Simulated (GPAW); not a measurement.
Runs of GPAW 26.7.0 on SiC. It takes space group P6_3mc (No. 186, hexagonal). The conventional cell has a = 3.076 Å, b = 3.076 Å, c = 10.071 Å, α = 90.00°, β = 90.00°, γ = 120.00°. Si (site symmetry 3m) has 4 C at 1.88 to 1.89 Å as nearest neighbours. Si (site symmetry 3m) has 4 C at 1.88 to 1.89 Å as nearest neighbours. C (site symmetry 3m) has 4 Si at 1.88 to 1.89 Å as nearest neighbours. C (site symmetry 3m) has 4 Si at 1.88 to 1.89 Å as nearest neighbours. The cell is a database's computed one.

```tsv
task	level	potentials or basis	cell	optimizer	fmax	max steps	eigensolver	band path	gap on the mesh (eV)	pressure (GPa)	relaxed volume (Å³/atom)	largest force (eV/Å)
relaxation of cell and atoms	BP86	PAW data sets generated in the run's folder for this functional, pw	relaxed	BFGS	0.02 eV/Å	60	-	-	2.29	0.1	10.60	-
relaxation of cell and atoms	revPBE	the program's PAW data sets (release 1.2.1) made for this functional, pw	relaxed	FIRE	0.05 eV/Å	60	-	-	2.22	0.5	10.65	-
relaxation of cell and atoms	AM05	PAW data sets generated in the run's folder for this functional, pw	relaxed	LBFGS	0.05 eV/Å	100	-	-	2.12	0.0	10.37	0.02
relaxation of cell and atoms	revTPSS	GPAW PAW data sets (gpaw-data 1.2.1), pw	relaxed	LBFGS	0.05 eV/Å	100	davidson	-	(a)	0.0	10.41	0.01
relaxation of cell and atoms	WC	PAW data sets generated in the run's folder for this functional, pw	relaxed	LBFGS	0.05 eV/Å	60	-	-	2.14	0.0	10.38	0.01
band structure	M06-L	GPAW PAW data sets (gpaw-data 1.2.1), pw	as given	-	-	-	-	GMKGALHA,LM,KH	2.33	(b)	-	0.03
band structure	SOGGA	PAW data sets generated in the run's folder for this functional, pw	as given	-	-	-	-	GMKGALHA,LM,KH	2.11	1.4	-	-
relaxation of cell and atoms	RPBE+D3	the program's PAW data sets (release 1.2.1) made for this functional, pw	relaxed	FIRE	0.05 eV/Å	100	-	-	2.23	0.3	10.50	-
```

Alike in all rows: no spin polarisation; k mesh 6 × 6 × 2; cutoff (eV) 800; smearing fermi-dirac 0.05 eV.

Fill in the values left out.

(a) 2.10; (b) -2.8.

Caveats: later steps reuse the first step's grids (some runs); the PAW data sets were made with another functional, which shifts forces and pressure a little (some runs).

A k mesh can miss the band edges.
